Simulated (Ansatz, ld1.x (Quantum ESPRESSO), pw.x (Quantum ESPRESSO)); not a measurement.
What a changed setting does to a pw.x run (diamond B)

Potential: PAW, ld1.x (Quantum ESPRESSO) 7.5, PBE; core [He], reference 2s2 2p1; waves: 2s (bound): rcut 0.90, rcutus 1.20 bohr; 2s channel at -0.15 Ry: rcut 0.90, rcutus 1.20 bohr; 2p (bound): rcut 2.40, rcutus 2.60 bohr; 2p channel at 4.05 Ry: rcut 2.40, rcutus 2.60 bohr; 3d channel at 0.05 Ry: rcut 1.70, rcutus 1.95 bohr; local part: all-electron potential smoothed inside 1.25 bohr (lloc = -2); core correction: none; augmentation: PSQ, inside the norm-conserving radii.

The reference run (k-mesh 11³, cutoffs 40/460 Ry, Fermi–Dirac 0.01 Ry, mixing_beta 0.4, conv_thr 1e-9, no spin) gives 1.27 GPa at 8.315 Å³/atom, where all-electron LAPW gives 0.11 GPa. This run, with its own iteration cap, changes smearing to gauss.

```
&control
  calculation='scf', prefix='x', pseudo_dir='./', outdir='./tmp', tstress=.true., disk_io='none'
/
&system
  ibrav=0, nat=2, ntyp=1, ecutwfc=40, ecutrho=460, nbnd=10,
  occupations='smearing', smearing='gauss', degauss=0.01
/
&electrons
  conv_thr=1e-09, mixing_beta=0.4, electron_maxstep=60
/
ATOMIC_SPECIES
B 1.0 B.UPF
CELL_PARAMETERS angstrom
  0.00000000 2.02591281 2.02591281
  2.02591281 0.00000000 2.02591281
  2.02591281 2.02591281 0.00000000
ATOMIC_POSITIONS crystal
B 0.0000 0.0000 0.0000
B 0.2500 0.2500 0.2500
K_POINTS automatic
11 11 11 0 0 0
```

```bash
pw.x < B.scf.in > B.scf.out
```

How does the run end?

It converges in 9 iterations; the free energy moves by +13.6 meV/atom and the pressure by -0.29 GPa. Gaussian smearing of the same width is narrower in effect than Fermi–Dirac, so its quadratic term in F is smaller.

```
Message from routine setup:
     using ibrav=0 with symmetry is DISCOURAGED, use correct ibrav instead
     lattice parameter (alat)  =       5.4142  a.u.
     unit-cell volume          =     112.2248 (a.u.)^3
     number of electrons       =         6.00
     number of Kohn-Sham states=           10
     kinetic-energy cutoff     =      40.0000  Ry
     charge density cutoff     =     460.0000  Ry
     scf convergence threshold =      1.0E-09
     Exchange-correlation= SLA  PW   PBX  PBC
     number of k points=    56  Gaussian smearing, width (Ry)=  0.0100
     iteration #  1     ecut=    40.00 Ry     beta= 0.40
     total energy              =     -22.78228882 Ry
     estimated scf accuracy    <       0.03901223 Ry
     iteration #  2     ecut=    40.00 Ry     beta= 0.40
     total energy              =     -22.78318241 Ry
     estimated scf accuracy    <       0.01033599 Ry
     iteration #  3     ecut=    40.00 Ry     beta= 0.40
     total energy              =     -22.78450510 Ry
     estimated scf accuracy    <       0.00004736 Ry
     iteration #  4     ecut=    40.00 Ry     beta= 0.40
     c_bands:  1 eigenvalues not converged
     total energy              =     -22.78475864 Ry
     estimated scf accuracy    <       0.00000624 Ry
     iteration #  5     ecut=    40.00 Ry     beta= 0.40
     total energy              =     -22.78476547 Ry
     estimated scf accuracy    <       0.00000065 Ry
     iteration #  6     ecut=    40.00 Ry     beta= 0.40
     total energy              =     -22.78476663 Ry
     estimated scf accuracy    <       0.00000002 Ry
     iteration #  7     ecut=    40.00 Ry     beta= 0.40
     total energy              =     -22.78476665 Ry
     estimated scf accuracy    <          5.4E-09 Ry
     iteration #  8     ecut=    40.00 Ry     beta= 0.40
     total energy              =     -22.78476665 Ry
     estimated scf accuracy    <          1.4E-09 Ry
     iteration #  9     ecut=    40.00 Ry     beta= 0.40
     the Fermi energy is     6.3798 ev
!    total energy              =     -22.78476665 Ry
     estimated scf accuracy    <          1.8E-11 Ry
     smearing contrib. (-TS)   =      -0.00082538 Ry
     The total energy is F=E-TS. E is the sum of the following terms:
     one-electron contribution =       5.44589810 Ry
     hartree contribution      =       0.62208273 Ry
     xc contribution           =      -4.19166127 Ry
     ewald contribution        =     -12.66349507 Ry
     one-center paw contrib.   =     -11.99676576 Ry
     convergence has been achieved in   9 iterations
          total   stress  (Ry/bohr**3)                   (kbar)     P=        9.82
     Message from routine punch:
     Nothing written, as per user request (disk_io='none')
```

The run took about 7.8 s on one core of a shared host (Neoverse-V2, 96 threads, 742 GiB, load 61).
